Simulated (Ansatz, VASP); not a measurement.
**In: VASP beside Ansatz**

```
In
1.0
     3.29845    0.00000    0.00000
    -1.64922    2.85654    0.00000
     0.00000    0.00000    5.63247
In
2
Direct
  0.33333 0.66667 0.25000
  0.66667 0.33333 0.75000
```

Change from the starting cell: uniaxial strain along c, a, b and atoms relaxed: +3.0 %.

Alike in both runs: functional PBE; dispersion D3(BJ); k mesh 15 × 15 × 8; occupations gaussian, width 0.1 eV; no spin polarisation.

Ansatz relaxed the structure, and its values are those at the end. VASP's run is a single point on that final structure, the one shown.

|  | VASP | Ansatz |
| --- | --- | --- |
| version | VASP 6.6.1 | Ansatz 0.2.0 |
| potentials or method | VASP PAW PBE potentials, release 64 (In_d) | scalar-relativistic, plane waves, PAW |
| plane-wave cutoff (eV) | 520 | 420 |
| valence electrons in the cell | 26 | 26 |

|  | VASP | Ansatz | Ansatz less VASP |
| --- | --- | --- | --- |
| gap on the k mesh at the Fermi level (eV) | none | none | - |
| pressure (GPa) | -0.4 | -0.4 | +0.03 |

A gap of «none» marks a metal or a gap that the smearing closes. Ansatz warned: «symmetry_narrowed_by_cell_relaxation».

Caveats: pairwise dispersion overbinds metals, which lowers pressure and volume.
